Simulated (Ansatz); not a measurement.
**Band table of WS2**

```
CELL_PARAMETERS angstrom
1.53163 0.88429 6.16333
-1.53163 0.88429 6.16333
0.00000 -1.76857 6.16333
ATOMIC_POSITIONS crystal
W 0.00000 0.00000 0.00000
S 0.75030 0.75030 0.75030
S 0.58100 0.58100 0.58100
```

Atom numbers follow the list: W1, S2, S3.

The geometry is COD entry 9012192, unchecked; take it as a test cell. The listed cell was then made from it by scaling, straining or moving an atom.

No spin–orbit coupling, which matters for the heavy atoms here.

Method: Ansatz 0.2.0, DFT, LDA, all-electron LAPW, scalar-relativistic.

Sampling and basis: a Γ-centred 13×13×13 k mesh, Fermi–Dirac smearing of 0.08 eV, basis error target 0.5 meV/atom, no spin polarisation.

Path points, in fractions of the reciprocal vectors: Γ (0.000, 0.000, 0.000), T (0.500, 0.500, 0.500), H2 (0.820, 0.180, 0.500), H0 (0.500, -0.180, 0.180), L (0.500, 0.000, 0.000), S0 (0.340, -0.340, 0.000), S2 (0.660, 0.000, 0.340), F (0.500, 0.000, 0.500). Levels in eV from the valence-band top; bands 28 to 42, counted from the lowest band of the run. The gap is 1.06 eV, indirect from T (0.5, 0.5, 0.5) to the line Γ–S0 (0.34, -0.34, 0).

```
# k(1/Å) point b28 b29 b30 b31 b32 b33 b34 b35 b36 b37 b38 b39 b40 b41 b42
0.000 Γ -15.90 -13.77 -7.94 -3.40 -3.40 -2.02 -2.02 -1.67 -1.43 2.58 2.58 2.93 2.93 5.33 8.25
0.102 - -15.88 -13.81 -7.86 -3.40 -3.40 -2.18 -2.02 -2.02 -1.00 2.59 2.59 2.92 2.92 5.34 8.26
0.204 - -15.83 -13.92 -7.63 -3.40 -3.40 -2.81 -2.01 -2.01 -0.57 2.61 2.61 2.89 2.89 5.38 8.30
0.306 - -15.76 -14.06 -7.32 -3.41 -3.41 -3.40 -2.00 -2.00 -0.25 2.64 2.64 2.84 2.84 5.42 8.38
0.408 - -15.69 -14.18 -7.02 -3.87 -3.41 -3.41 -2.00 -2.00 -0.06 2.67 2.67 2.80 2.80 5.45 8.46
0.510 T -15.66 -14.23 -6.88 -4.05 -3.41 -3.41 -1.99 -1.99 0.00 2.69 2.69 2.78 2.78 5.46 8.49
0.772 - -15.43 -14.13 -6.61 -4.34 -3.95 -3.18 -2.41 -2.00 -0.33 2.42 2.56 2.58 3.14 6.45 8.99
1.034 - -14.78 -13.85 -5.99 -4.97 -4.85 -3.57 -2.73 -2.01 -1.19 1.91 2.43 2.64 4.03 7.84 8.70
1.296 - -13.91 -13.47 -6.24 -5.39 -4.86 -4.70 -3.18 -2.19 -1.47 2.00 2.66 2.97 4.65 7.01 8.30
1.559 - -13.16 -13.06 -6.60 -6.31 -4.75 -4.60 -4.17 -2.59 -1.16 2.41 2.79 3.50 4.99 6.35 7.19
1.821 H2 -12.91 -12.77 -6.84 -6.30 -5.34 -4.57 -4.10 -3.04 -0.58 1.74 2.53 3.89 5.43 6.30 6.88
1.892 - -12.90 -12.77 -6.84 -6.29 -5.37 -4.57 -4.07 -3.07 -0.57 1.72 2.53 3.87 5.47 6.19 7.06
1.962 - -12.90 -12.77 -6.85 -6.29 -5.38 -4.58 -4.04 -3.09 -0.56 1.71 2.54 3.84 5.53 6.05 7.25
2.033 - -12.90 -12.77 -6.85 -6.29 -5.38 -4.58 -4.04 -3.09 -0.56 1.71 2.54 3.84 5.53 6.05 7.25
2.104 - -12.90 -12.77 -6.84 -6.29 -5.37 -4.57 -4.07 -3.07 -0.57 1.72 2.53 3.87 5.47 6.19 7.06
2.174 H0 -12.91 -12.77 -6.84 -6.30 -5.34 -4.57 -4.10 -3.04 -0.58 1.74 2.53 3.89 5.43 6.30 6.88
2.322 - -12.90 -12.79 -6.81 -6.45 -5.33 -4.45 -3.95 -3.07 -0.65 1.78 2.52 3.67 5.25 6.14 7.81
2.470 - -12.99 -12.87 -6.88 -6.61 -5.25 -4.10 -3.79 -2.87 -0.91 2.10 2.77 3.43 4.91 5.70 8.80
2.618 - -13.12 -12.95 -7.26 -6.35 -5.32 -4.13 -2.97 -2.68 -1.12 2.42 3.18 3.30 4.56 5.09 8.18
2.766 - -13.23 -13.01 -7.51 -6.15 -5.40 -4.12 -2.61 -2.15 -1.28 2.67 3.00 3.88 4.13 4.81 7.11
2.914 L -13.26 -13.03 -7.60 -6.09 -5.42 -4.09 -2.60 -1.69 -1.46 2.83 2.84 3.89 4.26 4.76 6.59
3.154 - -13.61 -13.12 -7.27 -5.82 -5.34 -3.95 -2.51 -1.93 -1.60 2.31 2.61 3.77 4.22 5.67 6.89
3.393 - -14.38 -13.33 -6.77 -5.44 -4.93 -3.55 -2.19 -2.04 -1.88 1.57 2.35 3.49 4.04 6.59 7.90
3.632 - -15.15 -13.55 -7.11 -4.79 -3.92 -2.97 -2.65 -1.67 -1.38 1.47 2.43 2.91 3.58 7.12 8.75
3.871 - -15.70 -13.71 -7.70 -3.85 -3.21 -2.84 -2.32 -1.54 -1.16 2.25 2.59 2.70 2.98 6.14 8.54
4.111 Γ -15.90 -13.77 -7.94 -3.40 -3.40 -2.02 -2.02 -1.67 -1.43 2.58 2.58 2.93 2.93 5.33 8.25
4.390 - -15.63 -13.68 -7.63 -4.00 -3.14 -2.97 -2.48 -1.49 -1.15 2.10 2.53 2.63 3.13 6.41 8.56
4.669 - -14.90 -13.45 -6.88 -5.07 -4.07 -3.65 -2.64 -1.56 -1.35 1.18 2.31 2.74 4.13 7.78 8.64
4.948 - -13.93 -13.16 -6.62 -5.46 -5.25 -4.15 -3.27 -2.00 -1.36 1.06 2.92 3.03 4.82 7.57 8.24
5.227 - -13.10 -12.90 -6.71 -6.53 -4.92 -4.35 -4.03 -2.77 -0.99 1.78 2.74 3.29 5.42 6.53 7.63
5.506 S0 -12.90 -12.77 -6.85 -6.29 -5.38 -4.58 -4.03 -3.09 -0.56 1.70 2.54 3.83 5.54 6.03 7.28
5.575 - -12.90 -12.77 -6.85 -6.29 -5.39 -4.57 -4.03 -3.09 -0.56 1.70 2.53 3.83 5.50 6.11 7.23
5.644 - -12.90 -12.77 -6.85 -6.29 -5.39 -4.57 -4.04 -3.08 -0.56 1.70 2.51 3.84 5.43 6.23 7.13
5.712 - -12.90 -12.77 -6.85 -6.29 -5.39 -4.57 -4.04 -3.08 -0.56 1.70 2.51 3.84 5.43 6.23 7.13
5.781 - -12.90 -12.77 -6.85 -6.29 -5.39 -4.57 -4.03 -3.09 -0.56 1.70 2.53 3.83 5.50 6.11 7.23
5.850 S2 -12.90 -12.77 -6.85 -6.29 -5.38 -4.58 -4.03 -3.09 -0.56 1.70 2.54 3.83 5.54 6.03 7.28
5.981 - -12.95 -12.82 -6.75 -6.53 -5.07 -4.46 -4.19 -3.03 -0.68 1.94 2.72 3.93 5.14 6.34 6.94
6.112 - -13.02 -12.91 -6.89 -6.58 -4.95 -4.31 -3.85 -3.01 -0.85 2.31 3.10 3.76 4.61 6.26 7.20
6.243 - -13.11 -13.02 -7.19 -6.42 -5.02 -4.27 -3.14 -2.93 -0.99 2.61 3.29 3.86 4.08 5.77 7.94
6.374 - -13.17 -13.09 -7.38 -6.32 -5.09 -4.12 -3.19 -2.18 -1.17 2.76 3.10 3.69 4.45 5.41 7.28
6.505 F -13.19 -13.11 -7.45 -6.29 -5.13 -4.02 -3.25 -1.66 -1.44 2.79 3.00 3.55 4.80 5.27 6.87
```
